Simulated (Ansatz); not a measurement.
Response to strain in ZnTe

The reference is ZnTe in the zinc blende structure (space group F-43m, No. 216).

```yaml
crystal:
  lattice:
    - [0.00000, 3.08955, 3.08955]
    - [3.08955, 0.00000, 3.08955]
    - [3.08955, 3.08955, 0.00000]
  atoms:
    - { symbol: Te, position: [0.75000, 0.75000, 0.75000] }
    - { symbol: Zn, position: [0.00000, 0.00000, 0.00000] }
```

Cartesian axes are those of the cell as printed.

Strains are applied to the cell and any free atomic positions relax; under biaxial strain the out-of-plane vector relaxes too.

Computed with plane-wave PAW DFT at the PBE level (Ansatz, an electronic-structure program, 420 eV), without spin-orbit coupling.

Notes on the quantities. pressure: mean of the normal stresses, compression positive.

```tsv
variant	band gap	pressure	electron mass	space group
base	1.08 eV	0.00 GPa	0.077 mₑ (at Γ)	F-43m (No. 216)
biaxial strain +2.56 %, plane normal [001], relaxed out of plane	0.85 eV	-0.96 GPa	0.068 mₑ out of plane, 0.072 mₑ in plane (at Γ)	I-4m2 (No. 119)
biaxial strain +1.93 %, plane normal [110], relaxed out of plane	0.84 eV	-1.07 GPa	–	Imm2 (No. 44)
biaxial strain −2.46 %, plane normal [111], relaxed out of plane	1.12 eV	1.67 GPa	0.078 mₑ out of plane, 0.089 mₑ in plane (at Γ)	R3m (No. 160)
biaxial strain −2.35 %, plane normal [111], relaxed out of plane	1.12 eV	1.59 GPa	0.078 mₑ out of plane, 0.088 mₑ in plane (at Γ)	R3m (No. 160)
isotropic strain +0.78 %	0.97 eV	[?]	0.072 mₑ (at Γ)	F-43m (No. 216)
isotropic strain +2.12 %	0.80 eV	-2.35 GPa	0.062 mₑ (at Γ)	F-43m (No. 216)
uniaxial strain ε_xx = −2.72 %	1.13 eV	[?]	0.083 mₑ (at Γ)	I-4m2 (No. 119)
uniaxial strain ε_zz = −2.75 %	1.14 eV	1.28 GPa	0.083 mₑ (at Γ)	I-4m2 (No. 119)
tensor shear ε_yz = +0.73 %	1.03 eV	0.01 GPa	0.077 mₑ (at Γ)	Imm2 (No. 44)
```

### Question
Some entries are withheld; estimate them.

### Answer

- isotropic strain +0.78 %, pressure: -0.95 GPa
- uniaxial strain ε_xx = −2.72 %, pressure: 1.27 GPa

A biaxial case was relaxed in a doubled cell and then solved in the primitive one. Spin-orbit coupling, missing from the scalar runs, can matter with Te. Effective masses come from finite differences of ±0.01 Å⁻¹. No phonon test of stability was made.
